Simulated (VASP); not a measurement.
Computed with r2SCAN meta-GGA, VASP's PBE PAW potentials (set 64) (plane waves; VASP 6.6.1).

A VASP calculation is set up with these files.

**KPOINTS**
```
kpoints
0
gamma
5 4 1
0 0 0
```

POSCAR:
```
CsBr(110) slab
1
    4.3256591704     0.0000000000     0.0000000000
    0.0000000000     6.1174056809     0.0000000000
    0.0000000000     0.0000000000    24.3007909353
Cs Br
3 3
Direct
  0.0000000000   0.5000000000   0.3741320000
  0.0000000000   0.0000000000   0.5000000000
  0.0000000000   0.5000000000   0.6258680000
  0.5000000000   0.0000000000   0.3741320000
  0.5000000000   0.5000000000   0.5000000000
  0.5000000000   0.0000000000   0.6258680000
```

INCAR:
```
# general
SYSTEM   =  CsBr(110) slab
PREC     =  Normal
ENCUT    =  400   # plane-wave cut-off (eV)
LREAL    =  F   # projection in real space or not
LASPH    =  T   # aspherical one-centre terms

# electronic loop
EDIFF    =  1E-5
NELM     =  100
NELMIN   =  4
ALGO     =  Normal   # blocked Davidson
LMAXMIX  =  4   # l cut-off of mixed one-centre charges
LMIXTAU  =  T

# smearing
ISMEAR   =  0   # Gaussian
SIGMA    =  0.05   # width (eV)

# functional
METAGGA  =  R2SCAN

# ions
IBRION   =  2
NSW      =  50   # most ionic steps
ISIF     =  2   # forces and stress, cell fixed
EDIFFG   =  -0.03

# output
LWAVE    =  T
LCHARG   =  F

# other
LDIPOL   =  T
IDIPOL   =  3
DIPOL    =  0.5 0.5 0.5
```

POTCAR, in this order: Cs_sv Br (PBE.64 set). Program: vasp_std.

Output of the run:

OUTCAR:
```
 ion  position               nearest neighbor table
   1  0.000  0.500  0.374-
   2  0.000  0.000  0.500-
   3  0.000  0.500  0.626-
   4  0.500  0.000  0.374-
   5  0.500  0.500  0.500-
   6  0.500  0.000  0.626-
  LATTYP: Found a simple orthorhombic cell.
 ALAT       =     4.3256591704
 B/A-ratio  =     1.4142135198
 C/A-ratio  =     5.6178237762
 Subroutine PRICEL returns:
 Original cell was already a primitive cell.
 Subroutine GETGRP returns: Found  8 space group operations
The static configuration has the point symmetry D_2h.
The dynamic configuration has the point symmetry D_2h.
 Subroutine INISYM returns: Found  8 space group operations
 Subroutine IBZKPT returns following result:
 Found      9 irreducible k-points:

 Following reciprocal coordinates:
            Coordinates               Weight
  0.000000  0.000000  0.000000      1.000000
  0.200000  0.000000  0.000000      2.000000
  0.400000  0.000000  0.000000      2.000000
  0.000000  0.250000  0.000000      2.000000
  0.200000  0.250000  0.000000      4.000000
  0.400000  0.250000  0.000000      4.000000
  0.000000  0.500000  0.000000      1.000000
  0.200000  0.500000  0.000000      2.000000
  0.400000  0.500000  0.000000      2.000000
   k-points           NKPTS =      9   k-points in BZ     NKDIM =      9   number of bands    NBANDS=     28
   number of dos      NEDOS =    301   number of ions     NIONS =      6
   total plane-waves  NPLWV =  86400
   dimension x,y,z NGX =    24 NGY =   30 NGZ =  120
   dimension x,y,z NGXF=    48 NGYF=   60 NGZF=  240
   ions per type =               3   3
   PREC   = normal    normal or accurate (medium, high low for compatibility)
   ISTART =      0    job   : 0-new  1-cont  2-samecut
   ICHARG =      2    charge: 1-file 2-atom 10-const
   ISPIN  =      1    spin polarized calculation?
   LNONCOLLINEAR =      F non collinear calculations
   LSORBIT =      F    spin-orbit coupling
   INIWAV =      1    electr: 0-lowe 1-rand  2-diag
   ENCUT  =  400.0 eV  29.40 Ry    5.42 a.u.   7.05  9.98 39.63*2*pi/ulx,y,z
   NELM   =    100;   NELMIN=  4; NELMDL= -5     # of ELM steps
   EDIFF  = 0.1E-04   stopping-criterion for ELM
   LREAL  =      F    real-space projection
   NLSPLINE    = F    spline interpolate recip. space projectors
   LMAXMIX     =    4 max onsite mixed and CHGCAR
   VOSKOWN=      0    Vosko Wilk Nusair interpolation
   EDIFFG = -.3E-01   stopping-criterion for IOM
   NSW    =     50    number of steps for IOM
   NBLOCK =      1;   KBLOCK =     50    inner block; outer block
   IBRION =      2    ionic relax: 0-MD 1-quasi-New 2-CG
   NFREE  =      1    steps in history (QN), initial steepest desc. (CG)
   ISIF   =      2    stress and relaxation
   ISYM   =      2    0-nonsym 1-usesym 2-fastsym
   TEIN   =    0.0    initial temperature
   TEBEG  =    0.0;   TEEND  =   0.0 temperature during run
   SMASS  =  -3.00    Nose mass-parameter (am)
   PSTRESS=    0.0 pullay stress
   NELECT =      48.0000    total number of electrons
   EFERMI =   0.00;   METHOD = LEGACY
   ISMEAR =     0;   SIGMA  =   0.05  broadening in eV -4-tet -1-fermi 0-gaus
   IALGO  =     38    algorithm
   LDIAG  =      T    sub-space diagonalisation (order eigenvalues)
   IMIX   =      4    mixing-type and parameters
     AMIX     =   0.40;   BMIX     =  1.00
     AMIX_MAG =   1.60;   BMIX_MAG =  1.00
     AMIN     =   0.10
   METAGGA = R2SCAN    functional components
   VOSKOWN =     0    Vosko Wilk Nusair interpolation
   LHFCALC =     F    Hartree Fock is set to
   LHFONE  =     F    Hartree Fock one center treatment
...
```

File OSZICAR:
```
...
DAV:   4    -0.137847228258E+03   -0.23840E+01   -0.23813E+01   576   0.241E+01
DAV:   5    -0.137899835345E+03   -0.52607E-01   -0.52592E-01   640   0.300E+00    0.327E+00
DAV:   6    -0.134304507035E+03    0.35953E+01   -0.27911E+00   572   0.695E+00    0.260E+00
DAV:   7    -0.133130405872E+03    0.11741E+01   -0.46879E-01   624   0.319E+00    0.125E+00
DAV:   8    -0.133914582059E+03   -0.78418E+00   -0.35171E-01   576   0.245E+00    0.953E-01
DAV:   9    -0.131481479023E+03    0.24331E+01   -0.16845E-01   576   0.276E+00    0.237E-01
DAV:  10    -0.131806795094E+03   -0.32532E+00   -0.79602E-02   576   0.215E+00    0.312E-01
DAV:  11    -0.130459155737E+03    0.13476E+01   -0.71866E-02   576   0.216E+00    0.164E-01
DAV:  12    -0.129984503034E+03    0.47465E+00   -0.54766E-02   576   0.205E+00    0.844E-02
DAV:  13    -0.128933738027E+03    0.10508E+01   -0.52380E-02   576   0.161E+00    0.102E-01
DAV:  14    -0.127959968836E+03    0.97377E+00   -0.61675E-02   576   0.200E+00    0.144E-01
DAV:  15    -0.128347892459E+03   -0.38792E+00   -0.18872E-02   548   0.115E+00    0.168E-01
DAV:  16    -0.128354673285E+03   -0.67808E-02   -0.19061E-04   588   0.839E-02    0.156E-01
DAV:  17    -0.128021063075E+03    0.33361E+00   -0.12096E-02   560   0.110E+00    0.107E-01
DAV:  18    -0.126705782671E+03    0.13153E+01   -0.19599E-01   528   0.404E+00    0.658E-02
DAV:  19    -0.126726455779E+03   -0.20673E-01   -0.24170E-03   608   0.284E-01    0.752E-02
DAV:  20    -0.126625754803E+03    0.10070E+00   -0.31721E-03   560   0.543E-01    0.772E-02
DAV:  21    -0.126219737418E+03    0.40602E+00   -0.63014E-02   520   0.215E+00    0.215E-01
DAV:  22    -0.126070469963E+03    0.14927E+00   -0.68759E-03   576   0.733E-01    0.173E-01
DAV:  23    -0.126030451907E+03    0.40018E-01   -0.41009E-03   528   0.574E-01    0.129E-01
DAV:  24    -0.125745603962E+03    0.28485E+00   -0.23845E-01   520   0.447E+00    0.188E-01
DAV:  25    -0.125818793983E+03   -0.73190E-01   -0.62262E-03   560   0.618E-01    0.172E-01
DAV:  26    -0.125889737355E+03   -0.70943E-01   -0.21362E-02   504   0.140E+00    0.172E-01
DAV:  27    -0.125915945010E+03   -0.26208E-01   -0.53629E-03   540   0.708E-01    0.164E-01
DAV:  28    -0.126261304689E+03   -0.34536E+00   -0.11245E-01   516   0.290E+00    0.102E-01
DAV:  29    -0.126331952642E+03   -0.70648E-01   -0.10176E-02   572   0.903E-01    0.101E-01
DAV:  30    -0.126310233832E+03    0.21719E-01   -0.15225E-03   552   0.347E-01    0.121E-01
DAV:  31    -0.126326037697E+03   -0.15804E-01   -0.14040E-03   540   0.350E-01    0.149E-01
DAV:  32    -0.126346328579E+03   -0.20291E-01   -0.95127E-04   544   0.274E-01    0.129E-01
DAV:  33    -0.126322508778E+03    0.23820E-01   -0.15804E-03   504   0.400E-01    0.172E-01
DAV:  34    -0.126396153302E+03   -0.73645E-01   -0.27936E-02   504   0.170E+00    0.814E-02
DAV:  35    -0.126404262475E+03   -0.81092E-02   -0.88718E-03   532   0.923E-01    0.655E-02
DAV:  36    -0.126404380918E+03   -0.11844E-03   -0.22564E-03   560   0.440E-01    0.107E-01
DAV:  37    -0.126405153546E+03   -0.77263E-03   -0.59657E-05   584   0.636E-02    0.103E-01
DAV:  38    -0.126404164454E+03    0.98909E-03   -0.93323E-05   528   0.961E-02    0.931E-02
DAV:  39    -0.126403953544E+03    0.21091E-03   -0.22858E-02   504   0.129E+00    0.316E-02
DAV:  40    -0.126404971330E+03   -0.10178E-02   -0.40795E-04   580   0.151E-01    0.379E-02
DAV:  41    -0.126404839737E+03    0.13159E-03   -0.29684E-05   444   0.420E-02    0.341E-02
DAV:  42    -0.126404948527E+03   -0.10879E-03   -0.12791E-04   512   0.954E-02    0.346E-02
DAV:  43    -0.126405113273E+03   -0.16475E-03   -0.29643E-05   440   0.456E-02    0.347E-02
DAV:  44    -0.126402253959E+03    0.28593E-02   -0.18249E-03   504   0.336E-01    0.497E-02
DAV:  45    -0.126398076207E+03    0.41778E-02   -0.84592E-04   572   0.239E-01    0.762E-02
DAV:  46    -0.126401847394E+03   -0.37712E-02   -0.46357E-04   536   0.176E-01    0.445E-02
DAV:  47    -0.126401797472E+03    0.49923E-04   -0.64391E-05   568   0.490E-02    0.259E-02
DAV:  48    -0.126404409377E+03   -0.26119E-02   -0.27579E-04   516   0.132E-01    0.146E-02
DAV:  49    -0.126404302459E+03    0.10692E-03   -0.34227E-05   496   0.345E-02    0.258E-02
DAV:  50    -0.126404298085E+03    0.43735E-05   -0.52900E-06   356   0.167E-02
   1 F= -.12640430E+03 E0= -.12640430E+03  d E =-.126404E+03
       N       E                     dE             d eps       ncg     rms          rms(c)
DAV:   1    -0.126405502305E+03   -0.11998E-02   -0.37697E-02   524   0.695E-01    0.203E-02
DAV:   2    -0.126405180097E+03    0.32221E-03   -0.86158E-04   504   0.143E-01    0.156E-02
DAV:   3    -0.126405803553E+03   -0.62346E-03   -0.82351E-05   504   0.658E-02    0.116E-02
DAV:   4    -0.126406177495E+03   -0.37394E-03   -0.61524E-05   540   0.539E-02    0.485E-03
DAV:   5    -0.126406641712E+03   -0.46422E-03   -0.10156E-04   512   0.716E-02    0.193E-03
DAV:   6    -0.126406761774E+03   -0.12006E-03   -0.11219E-05   360   0.271E-02    0.129E-03
DAV:   7    -0.126406807951E+03   -0.46177E-04   -0.47175E-06   316   0.164E-02    0.756E-04
DAV:   8    -0.126406904195E+03   -0.96243E-04   -0.12061E-05   324   0.291E-02    0.619E-04
DAV:   9    -0.126406997781E+03   -0.93586E-04   -0.19220E-05   388   0.313E-02    0.561E-04
DAV:  10    -0.126407024760E+03   -0.26980E-04   -0.25246E-06   328   0.139E-02    0.519E-04
DAV:  11    -0.126407041275E+03   -0.16515E-04   -0.25512E-06   324   0.144E-02    0.331E-04
DAV:  12    -0.126407060252E+03   -0.18977E-04   -0.53661E-06   288   0.199E-02    0.339E-04
DAV:  13    -0.126407053659E+03    0.65938E-05   -0.14769E-06   304   0.113E-02
   2 F= -.12640705E+03 E0= -.12640705E+03  d E =-.275557E-02
       N       E                     dE             d eps       ncg     rms          rms(c)
DAV:   1    -0.126405674610E+03    0.13856E-02   -0.33644E-01   512   0.204E+00    0.570E-02
DAV:   2    -0.126405144110E+03    0.53050E-03   -0.76444E-03   504   0.394E-01    0.231E-02
DAV:   3    -0.126407068437E+03   -0.19243E-02   -0.62122E-04   504   0.166E-01    0.164E-02
DAV:   4    -0.126407227809E+03   -0.15937E-03   -0.15064E-04   504   0.829E-02    0.848E-03
DAV:   5    -0.126407803954E+03   -0.57615E-03   -0.15841E-04   504   0.890E-02    0.411E-03
DAV:   6    -0.126407899590E+03   -0.95636E-04   -0.23603E-05   392   0.359E-02    0.242E-03
DAV:   7    -0.126407979289E+03   -0.79700E-04   -0.34957E-05   384   0.407E-02    0.120E-03
DAV:   8    -0.126407949813E+03    0.29476E-04   -0.36839E-05   480   0.500E-02    0.136E-03
DAV:   9    -0.126407982094E+03   -0.32281E-04   -0.13932E-05   324   0.321E-02    0.609E-04
DAV:  10    -0.126407956335E+03    0.25759E-04   -0.14127E-05   344   0.306E-02    0.644E-04
DAV:  11    -0.126407977475E+03   -0.21141E-04   -0.85808E-06   288   0.245E-02    0.403E-04
DAV:  12    -0.126408006432E+03   -0.28957E-04   -0.78966E-06   312   0.237E-02    0.239E-04
DAV:  13    -0.126408010427E+03   -0.39947E-05   -0.33885E-06   320   0.169E-02
   3 F= -.12640801E+03 E0= -.12640801E+03  d E =-.371234E-02
       N       E                     dE             d eps       ncg     rms          rms(c)
DAV:   1    -0.126399864320E+03    0.81421E-02   -0.13461E+00   504   0.408E+00    0.115E-01
DAV:   2    -0.126401650512E+03   -0.17862E-02   -0.30003E-02   504   0.762E-01    0.459E-02
DAV:   3    -0.126406749615E+03   -0.50991E-02   -0.17255E-03   504   0.286E-01    0.325E-02
DAV:   4    -0.126406858756E+03   -0.10914E-03   -0.52867E-04   504   0.155E-01    0.167E-02
DAV:   5    -0.126408630838E+03   -0.17721E-02   -0.49067E-04   504   0.152E-01    0.786E-03
DAV:   6    -0.126408945678E+03   -0.31484E-03   -0.78261E-05   544   0.633E-02    0.438E-03
DAV:   7    -0.126409062648E+03   -0.11697E-03   -0.10037E-04   504   0.675E-02    0.228E-03
DAV:   8    -0.126408845235E+03    0.21741E-03   -0.19176E-04   520   0.989E-02    0.223E-03
DAV:   9    -0.126409003777E+03   -0.15854E-03   -0.73245E-05   508   0.721E-02    0.131E-03
DAV:  10    -0.126408997929E+03    0.58481E-05   -0.36812E-05   456   0.548E-02
   4 F= -.12640900E+03 E0= -.12640900E+03  d E =-.469984E-02
```

### OUTCAR
```
------------------------ aborting loop because EDIFF is reached ----------------------------------------
  FORCE on cell =-STRESS in cart. coord.  units (eV):
  Direction    XX          YY          ZZ          XY          YZ          ZX
  --------------------------------------------------------------------------------------
  Total        0.3808435     -2.3138006     -0.3020837     -0.0000000      0.0000000      0.0000000
  in kB        0.9488927     -5.7649629     -0.7526583     -0.0000000      0.0000000      0.0000000
  external PRESSURE =      -1.8562428 kB  Pullay stress =       0.0000000 kB
  volume of cell :      643.04
      direct lattice vectors                 reciprocal lattice vectors
     4.325659170  0.000000000  0.000000000     0.231178639  0.000000000  0.000000000
     0.000000000  6.117405681  0.000000000     0.000000000  0.163467988  0.000000000
     0.000000000  0.000000000 24.300790935     0.000000000  0.000000000  0.041150924
 POSITION                                       TOTAL-FORCE (eV/Angst)
 -----------------------------------------------------------------------------------
      4.32566      3.05870      9.12227         0.000000      0.000000      0.015808
      4.32566      6.11741     12.15040         0.000000     -0.000000      0.000000
      4.32566      3.05870     15.17852         0.000000     -0.000000     -0.015808
      2.16283      0.00000      9.09444         0.000000     -0.000000      0.016637
      2.16283      3.05870     12.15040         0.000000     -0.000000      0.000000
      2.16283      6.11741     15.20635         0.000000     -0.000000     -0.016637
 -----------------------------------------------------------------------------------
    total drift:                                0.000000      0.000000      0.000000
  FREE ENERGIE OF THE ION-ELECTRON SYSTEM (eV)
  ---------------------------------------------------
  free  energy   TOTEN  =      -126.4089979290 eV

  energy  without entropy=     -126.4089979290  energy(sigma->0) =     -126.40899793

 reached required accuracy - stopping structural energy minimisation
```
(Selected blocks of OUTCAR.)

File CONTCAR:
```
CsBr(110) slab
   1.00000000000000
     4.3256591703999998    0.0000000000000000    0.0000000000000000
     0.0000000000000000    6.1174056809000001    0.0000000000000000
     0.0000000000000000    0.0000000000000000   24.3007909353000002
  Cs              Br
     3     3
Direct
     1.0000000000000000    0.5000000000000000    0.3753899002661444
     1.0000000000000000    1.0000000000000000    0.5000000000000000
     1.0000000000000000    0.5000000000000000    0.6246100997338556
     0.5000000000000000    0.0000000000000000    0.3742447015592275
     0.5000000000000000    0.5000000000000000    0.5000000000000000
     0.5000000000000000    1.0000000000000000    0.6257552984407726
```

The cell is a thin slab with vacuum, built from CsBr (CsCl type): (110) face.
